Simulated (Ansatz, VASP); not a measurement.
# AgCl: VASP beside Ansatz, part 2 of 2

Aim: how closely do two programs agree when they are given the same cell, functional and k mesh? The cell is taken from a series of VASP runs on this material, whose earlier steps may have relaxed, scaled or displaced it; both programs get it as it stands.

VASP 6.6.1 and Ansatz 0.2.0.

So far. Step 2 (VASP: band structure, LDA): The run ends at a pressure of -0.43 GPa.

## (6) VASP: band structure, r2SCAN, spin-orbit coupling

Level of this step: r2SCAN, spin-orbit coupling; plane waves and PAW (Ag, Cl) (VASP).

The same cell, functional, mesh and smearing now go to VASP, with its own data sets and cutoff.

The input, INCAR:

```
SYSTEM = AgCl
PREC = Accurate
ENCUT = 350
EDIFF = 1E-06
NELM = 100
ISMEAR = 0
SIGMA = 0.03
LREAL = .FALSE.
ALGO = Normal
METAGGA = R2SCAN
LASPH = .TRUE.
LNONCOLLINEAR = .TRUE.
MAGMOM = 0 0 0 0 0 0
NBANDS = 30
GGA_COMPAT = .FALSE.
LSORBIT = .TRUE.
LMAXMIX = 4
LORBIT = 11
LWAVE = .FALSE.
LCHARG = .FALSE.
KPAR = 4
```

The input, POSCAR:

```
AgCl
1.0
    0.0000000000      2.7726629968      2.7726629968
    2.7726629968      0.0000000000      2.7726629968
    2.7726629968      2.7726629968      0.0000000000
Ag Cl
1 1
Direct
    0.0000000000      0.0000000000      0.0000000000
    0.5000000000      0.5000000000      0.5000000000
```

The input, KPOINTS:

```
Automatic mesh
0
Gamma
6 6 6
0 0 0
```

The input, KPOINTS_OPT:

```
Line mode
10
Line-mode
Reciprocal
  0.00000000   0.00000000   0.00000000 GAMMA
  0.50000000   0.00000000   0.50000000 X

  0.50000000   0.00000000   0.50000000 X
  0.50000000   0.25000000   0.75000000 W

  0.50000000   0.25000000   0.75000000 W
  0.37500000   0.37500000   0.75000000 K

  0.37500000   0.37500000   0.75000000 K
  0.00000000   0.00000000   0.00000000 GAMMA

  0.00000000   0.00000000   0.00000000 GAMMA
  0.50000000   0.50000000   0.50000000 L

  0.50000000   0.50000000   0.50000000 L
  0.62500000   0.25000000   0.62500000 U

  0.62500000   0.25000000   0.62500000 U
  0.50000000   0.25000000   0.75000000 W

  0.50000000   0.25000000   0.75000000 W
  0.50000000   0.50000000   0.50000000 L

  0.50000000   0.50000000   0.50000000 L
  0.37500000   0.37500000   0.75000000 K

  0.62500000   0.25000000   0.62500000 U
  0.50000000   0.00000000   0.50000000 X
```

The projector-augmented-wave data sets are Ag and Cl (PBE family, release 64).

Launch:

```sh
> mpirun -np 4 vasp_ncl
```

Numbers of over 12 decimals in the logs are rounded to 6 here.

What it wrote:

```text
[banner, memory and clock lines left out]
running    4 mpi-ranks, on    1 nodes
[...]
|                                                                             |
|               ----> ADVICE to this user running VASP <----                  |
|                                                                             |
|     You enforced a specific xc type in the INCAR file but a different       |
|     [... a line on the potential file left out ...]
|     I HOPE YOU KNOW WHAT YOU ARE DOING!                                     |
|                                                                             |

 LDA part: xc-table for (None), standard interpolation
 POSCAR, INCAR and KPOINTS ok, starting setup
[...]
entering main loop
       N       E                     dE             d eps       ncg     rms          rms(c)
DAV:   1     0.669840909402E+02    0.66984E+02   -0.66843E+03   992   0.801E+02
DAV:   2    -0.291420735585E+02   -0.96126E+02   -0.90980E+02  1098   0.220E+02
[...]
DAV:  15    -0.286604046194E+02    0.13466E-06   -0.89178E-07   844   0.118E-02
   1 F= -.28660405E+02 E0= -.28660405E+02  d E =-.221350E-21  mag=     0.0000    -0.0000    -0.0000
 Start KPOINTS_OPT (optional k-point list driver)
k-point batch [1-16\100]
       N       E                     dE             ncg
DAV:   1     0.139097361372E+04   -0.39712E+04     1024
DAV:   2    -0.829993177161E+02   -0.14740E+04     1106
DAV:   3    -0.143848936579E+03   -0.60850E+02     1130
DAV:   4    -0.144359753533E+03   -0.51082E+00     1134
DAV:   5    -0.144368308787E+03   -0.85553E-02     1160
DAV:   6    -0.144368501918E+03   -0.19313E-03     1148
DAV:   7    -0.144368507231E+03   -0.53124E-05     1154
DAV:   8    -0.144368507364E+03   -0.13354E-06      792
[...]
k-point batch [97-100\100]
       N       E                     dE             ncg
DAV:   1     0.665886875318E+04   -0.17900E+04      240
DAV:   2     0.628154006049E+04   -0.37733E+03      276
DAV:   3     0.626681597806E+04   -0.14724E+02      270
DAV:   4     0.626668813879E+04   -0.12784E+00      290
DAV:   5     0.626668591066E+04   -0.22281E-02      306
DAV:   6     0.626668585986E+04   -0.50799E-04      290
DAV:   7     0.626668585846E+04   -0.13943E-05      306
DAV:   8     0.626668585843E+04   -0.33669E-07      186
```

OUTCAR, selected parts (step 6):

```text
  Total       -0.1205890     -0.1205890     -0.1205890     -0.0000000     -0.0000000      0.0000000
  in kB       -4.5320748     -4.5320748     -4.5320748     -0.0000000     -0.0000000      0.0000000
  external PRESSURE =      -4.5320748 kB  Pullay stress =       0.0000000 kB

 POSITION                                       TOTAL-FORCE (eV/Angst)
 -----------------------------------------------------------------------------------
      0.00000      0.00000      0.00000        -0.000000     -0.000000     -0.000000
      2.77266      2.77266      2.77266         0.000000      0.000000      0.000000
 -----------------------------------------------------------------------------------
    total drift:                               -0.000000     -0.000000     -0.000000

  FREE ENERGIE OF THE ION-ELECTRON SYSTEM (eV)
  ---------------------------------------------------
  free  energy   TOTEN  =       -28.6604046194 eV

  energy  without entropy=      -28.6604046194  energy(sigma->0) =      -28.66040462

 magnetization (x)
# of ion       s       p       d       tot
------------------------------------------
    1       -0.000   0.000  -0.000  -0.000
    2        0.000  -0.000   0.000  -0.000
--------------------------------------------------
tot         -0.000  -0.000  -0.000  -0.000

 magnetization (y)
# of ion       s       p       d       tot
------------------------------------------
    1       -0.000   0.000  -0.000  -0.000
    2        0.000   0.000   0.000   0.000
--------------------------------------------------
tot         -0.000   0.000  -0.000  -0.000

 magnetization (z)
# of ion       s       p       d       tot
------------------------------------------
    1       -0.000   0.000   0.000  -0.000
    2        0.000  -0.000   0.000  -0.000
--------------------------------------------------
tot         -0.000  -0.000   0.000  -0.000

[... 3 further parts left out ...]
[key lines of the parts left out:]
E-fermi :   3.7839
```

The run ends at a pressure of -0.45 GPa.

## (7) Comparison

What differs besides the data sets and the points named for the pairs above, as far as they apply: spin-orbit coupling enters by fully relativistic files in Ansatz and inside the spheres in VASP; VASP keeps PBE cores, Ansatz makes them for the functional; the data sets hold 26 valence electrons in Ansatz (fully relativistic PAW (standard-fr) files) and 18 in VASP; the cutoff is 500 eV in Ansatz and 350 eV in VASP. Total energies have different zeros and are not compared.

Compared:

```
                     quantity  Ansatz   VASP  difference
               pressure (GPa)   -0.03  -0.45       +0.43
gap over the path points (eV)   1.431  1.372      +0.059
```

Levels at points of the path, from each program's valence-band top (eV; 8 filled, then empty):

```
k (reciprocal lattice)                                                                             Ansatz                                                                               VASP
     0.000 0.000 0.000  -2.40 -2.40 -2.29 -2.29 -2.25 -2.25 -2.25 -2.25 1.43 1.43 11.13 11.13 11.13 11.13  -2.45 -2.45 -2.27 -2.27 -2.23 -2.23 -2.23 -2.23 1.37 1.37 11.27 11.27 11.27 11.27
     0.167 0.000 0.167      -2.26 -2.26 -2.06 -2.06 -1.81 -1.81 -1.36 -1.36 2.97 2.97 9.44 9.44 9.70 9.70      -2.25 -2.25 -2.06 -2.06 -1.81 -1.81 -1.36 -1.36 2.91 2.91 9.45 9.45 9.77 9.77
     0.333 0.000 0.333      -2.24 -2.24 -2.06 -2.06 -1.72 -1.72 -1.34 -1.34 3.75 3.75 8.09 8.09 8.61 8.61      -2.22 -2.22 -2.05 -2.05 -1.71 -1.71 -1.33 -1.33 3.71 3.71 8.05 8.05 8.65 8.65
     0.500 0.000 0.500      -2.33 -2.33 -2.22 -2.22 -1.84 -1.84 -1.72 -1.72 2.92 2.92 8.26 8.26 9.24 9.24      -2.31 -2.31 -2.21 -2.21 -1.82 -1.82 -1.70 -1.70 2.88 2.88 8.30 8.30 9.19 9.19
     0.500 0.083 0.583      -2.31 -2.31 -1.99 -1.99 -1.81 -1.81 -1.60 -1.60 3.25 3.25 8.20 8.20 9.07 9.07      -2.29 -2.29 -1.97 -1.97 -1.79 -1.79 -1.59 -1.59 3.20 3.20 8.23 8.23 9.03 9.03
     0.500 0.194 0.694      -2.23 -2.23 -1.86 -1.86 -1.78 -1.78 -1.20 -1.20 4.40 4.40 8.18 8.18 8.54 8.54      -2.21 -2.21 -1.84 -1.84 -1.76 -1.76 -1.19 -1.19 4.36 4.36 8.19 8.19 8.53 8.53
     0.500 0.250 0.750      -2.19 -2.19 -1.84 -1.84 -1.78 -1.78 -1.14 -1.14 4.72 4.72 8.28 8.28 8.34 8.34      -2.18 -2.18 -1.82 -1.82 -1.76 -1.76 -1.13 -1.13 4.68 4.68 8.28 8.28 8.33 8.33
     0.458 0.292 0.750      -2.22 -2.22 -1.84 -1.84 -1.73 -1.73 -1.12 -1.12 4.57 4.57 7.96 7.96 8.46 8.46      -2.20 -2.20 -1.82 -1.82 -1.71 -1.71 -1.12 -1.12 4.53 4.53 7.96 7.96 8.45 8.45
     0.403 0.347 0.750      -2.24 -2.24 -1.82 -1.82 -1.59 -1.59 -1.07 -1.07 4.21 4.21 7.70 7.70 8.62 8.62      -2.22 -2.22 -1.80 -1.80 -1.58 -1.58 -1.06 -1.06 4.17 4.17 7.70 7.70 8.60 8.60
     0.375 0.375 0.750      -2.24 -2.24 -1.82 -1.82 -1.57 -1.57 -1.05 -1.05 4.15 4.15 7.67 7.67 8.64 8.64      -2.22 -2.22 -1.80 -1.80 -1.55 -1.55 -1.05 -1.05 4.11 4.11 7.67 7.67 8.62 8.62
```

Among the levels compared at these points, filled levels agree within 42 meV and empty ones within 143 meV.

## (8) Ansatz: dielectric response, LDA

The response to a field tests empty states and converges slowly with the mesh.

The cell is taken from a series of VASP runs on this material, whose earlier steps may have relaxed, scaled or displaced it; both programs get it as it stands.

The input, input.yaml:

```yaml
crystal:
  lattice:
    - [0.0, 2.7726629968, 2.7726629968]
    - [2.7726629968, 0.0, 2.7726629968]
    - [2.7726629968, 2.7726629968, 0.0]
  atoms:
    - { symbol: Ag, position: [0.0, 0.0, 0.0] }
    - { symbol: Cl, position: [0.5, 0.5, 0.5] }
hamiltonian:
  xc: lda
  pseudopotentials: { kind: paw }
kpoints:
  mp_grid: { grid: [8, 8, 8] }
scf:
  occupations: { method: fixed }
dielectric:
  method: response
```

Launch:

```sh
> ansatz run input.yaml --threads 2 --pin off --max-ram 4608MiB --backend cpu --events-out ev --progress --plain --runs-dir out
```

What it wrote:

```text
[...]
Crystal: 2 atoms, lattice volume = 42.631 Å³
Basis set: ecut = 420 eV, 869 PW (Γ), exchange–correlation on 54×54×54 points (8 copies of the dense FFT grid, shifted against one another)
Bands: 17, of which v1, the nominal top of the filled ones, is band 13 counted from 1 (12 counted from 0)
Symmetry: 48 space group operations
k-points: 59 of 512 (irreducible under 8 space group operations, time reversal used)
[...]
site 0:
         1.46153    0.00000   -0.00000
         0.00000    1.46153   -0.00000
         0.00000    0.00000    1.46153
    site 1:
        -1.46153   -0.00000    0.00000
        -0.00000   -1.46153    0.00000
        -0.00000   -0.00000   -1.46153
  Z* charge neutrality: 2.134e-4 e pre-enforcement
  solved inside a basis spanned on kpoints, on 8×8×8 k-points, its susceptibility summed on 12×12×12: ε∞ is read to err by 1.4e-2, Z* by 2.0e-2 e (field_mesh: kpoints solves on kpoints); Z* is corrected for what the basis lacks
[key lines of the parts left out:]
SCF converged after 7 iterations
Free energy (F): -8502.845533 eV
Fermi energy:    7.801125 eV
```

Wall time 15 s (2 threads of Arm Neoverse V2, shared host); peak memory 0.45 GiB.

## (9) VASP: dielectric response, LDA

The same cell, functional (in two slightly different forms) and mesh now go to VASP, with its own data sets and cutoff.

The input, INCAR:

```
SYSTEM = AgCl
PREC = Accurate
ENCUT = 350
EDIFF = 1E-08
NELM = 100
ISMEAR = 0
SIGMA = 0.01
LREAL = .FALSE.
ALGO = Normal
GGA = CA
NBANDS = 15
LORBIT = 11
LWAVE = .FALSE.
LCHARG = .FALSE.
KPAR = 4
LEPSILON = .TRUE.
```

POSCAR is that of step 6.

The input, KPOINTS:

```
Automatic mesh
0
Gamma
8 8 8
0 0 0
```

PAW data sets: Ag and Cl (LDA family, release 64).

Launch:

```sh
> mpirun -np 4 vasp_std
```

What it wrote:

```text
[... set-up lines as in an earlier step ...]
 entering main loop
       N       E                     dE             d eps       ncg     rms          rms(c)
DAV:   1     0.699249725846E+02    0.69925E+02   -0.68828E+03   950   0.773E+02
DAV:   2    -0.453758586644E+01   -0.74463E+02   -0.69011E+02  1066   0.190E+02
DAV:   3    -0.686071003582E+01   -0.23231E+01   -0.23182E+01  1073   0.351E+01
DAV:   4    -0.687620180501E+01   -0.15492E-01   -0.15490E-01  1143   0.313E+00
[...]
DAV:  10    -0.671260421138E+01   -0.95212E-05   -0.29578E-05  1074   0.468E-02    0.167E-02
DAV:  11    -0.671260408649E+01    0.12490E-06   -0.35061E-07  1157   0.537E-03    0.278E-03
DAV:  12    -0.671260408556E+01    0.92882E-09   -0.73604E-08  1087   0.224E-03
   1 F= -.67126041E+01 E0= -.67126041E+01  d E =-.285541E-43
 Linear response reoptimize wavefunctions to high precision
DAV:   1    -0.671260408164E+01    0.39211E-08   -0.61997E-09  1087   0.983E-04
DAV:   2    -0.671260408174E+01   -0.10027E-09   -0.63191E-10   701   0.186E-04
[...]
RMM:  10    -0.540047402387E+00    0.83107E-07    0.83297E-07  2971   0.330E-04    0.179E-05
RMM:  11    -0.540047526377E+00   -0.12399E-06   -0.25508E-07  1636   0.116E-04    0.563E-06
 change of polarisation eV/A/(eV/A) component  2 :     0.223     1.042    -0.021
 dielectric tensor                  component  2 :     0.947     5.422    -0.090
 Linear response to external field, progress :
  Direction:   3
       N       E                     dE             d eps       ncg     rms          rms(c)
RMM:   1    -0.528380354315E+00   -0.52838E+00   -0.22103E+00  3590   0.336E+00
RMM:   2    -0.557161893208E+00   -0.28782E-01   -0.93021E-03  2919   0.580E-01    0.109E+00
RMM:   3    -0.531702094865E+00    0.25460E-01   -0.23956E-02  2785   0.775E-01    0.556E-01
RMM:   4    -0.534724889548E+00   -0.30228E-02   -0.13682E-02  2878   0.609E-01    0.160E-01
[...]
RMM:   9    -0.540047499941E+00   -0.71489E-05   -0.75410E-08  2991   0.130E-03    0.997E-05
RMM:  10    -0.540047419227E+00    0.80714E-07    0.53081E-08  2984   0.331E-04    0.179E-05
RMM:  11    -0.540047543611E+00   -0.12438E-06    0.62602E-07  1634   0.116E-04    0.565E-06
 change of polarisation eV/A/(eV/A) component  3 :     0.065     0.131     1.042
 dielectric tensor                  component  3 :     0.277     0.554     5.422
 Born effective charges drift removed
```

From OUTCAR (step 9):

```text
  Total       -1.5858892     -1.5858892     -1.5858892      0.0000000      0.0000000      0.0000000
  in kB      -59.6021819    -59.6021819    -59.6021819      0.0000000      0.0000000      0.0000000
  external PRESSURE =     -59.6021819 kB  Pullay stress =       0.0000000 kB

 POSITION                                       TOTAL-FORCE (eV/Angst)
 -----------------------------------------------------------------------------------
      0.00000      0.00000      0.00000         0.000000      0.000000      0.000000
      2.77266      2.77266      2.77266         0.000000      0.000000      0.000000
 -----------------------------------------------------------------------------------
    total drift:                                0.000000     -0.000000     -0.000000

 MACROSCOPIC STATIC DIELECTRIC TENSOR (including local field effects in DFT)
 ------------------------------------------------------
           5.422348     0.000000     0.000000
          -0.000000     5.422348     0.000000
          -0.000000    -0.000000     5.422348
 ------------------------------------------------------

[... 1 part as in an earlier step ...]

[... 1 further part left out ...]
```

## (10) Differences

What differs besides the data sets and the points named for the pairs above, as far as they apply: VASP's response is taken on the typed mesh, Ansatz refines its own for the field response alone. Total energies have different zeros and are not compared.

Compared:

```
                                     quantity  Ansatz   VASP  difference
                                        ε∞ xx    5.49   5.42     +1.32 %
                                        ε∞ yy    5.49   5.42     +1.32 %
                                        ε∞ zz    5.49   5.42     +1.32 %
Born charge of Ag1 (mean of the diagonal) (e)    1.46   1.45       +0.01
Born charge of Cl2 (mean of the diagonal) (e)   -1.46  -1.45       -0.01
```

## (11) Outcome

* difference in gap over the path points (band structure, LDA): -0.023 eV
* difference in gap over the path points (band structure, r2SCAN, spin-orbit coupling): 0.059 eV
* difference in ε∞ xx (dielectric response, LDA): 1.3 %

What this shows: The difference in gap over the path points is 0.059 eV (band structure, r2SCAN, spin-orbit coupling), within the 0.08 eV picked in this series as the mark of a large difference. 2 further runs of this series are not shown here. Such differences can come from data sets, numerical settings and the points named under the comparisons, not from the functional's error against experiment.

[Lines on the potential files, build, host, timing and source positions are cut from VASP's logs without a mark.]

[Logs are printed without paths, hosts, clocks, repeated set-up lines and the standing remarks that a program may print on its own settings, such as how far it seeks lower states.]

[Hosts, paths, dates, database ids (printed as entryN), source tags and the programs' standing remarks are cut or masked in the printed files.]
